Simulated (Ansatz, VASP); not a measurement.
**InP: VASP beside Ansatz**

```xyz
2
Lattice="3.4493 0.0000 0.0000 0.0000 3.4493 0.0000 0.0000 0.0000 3.4493" Properties=species:S:1:pos:R:3 pbc="T T T"
In    0.0000    0.0000    0.0000
P     1.7247    1.7247    1.7247
```

Alike in both runs: functional PBE; k mesh 13 × 13 × 13; occupations fermi-dirac, width 0.1 eV; no spin polarisation.

Ansatz relaxed the structure, and its values are those at the end. VASP's run is a single point on that final structure, the one shown.

|  | VASP | Ansatz |
| --- | --- | --- |
| version | VASP 6.6.1 | Ansatz 0.2.0 |
| potentials or method | VASP PAW PBE potentials, release 64 (In_d, P) | PAW with Ansatz's default frozen-core files, scalar-relativistic |
| plane-wave cutoff (eV) | 520 | 420 |
| valence electrons in the cell | 18 | 18 |

```tsv
	VASP	Ansatz	Ansatz less VASP
pressure (GPa)	0.0	0.0	+0.05
```
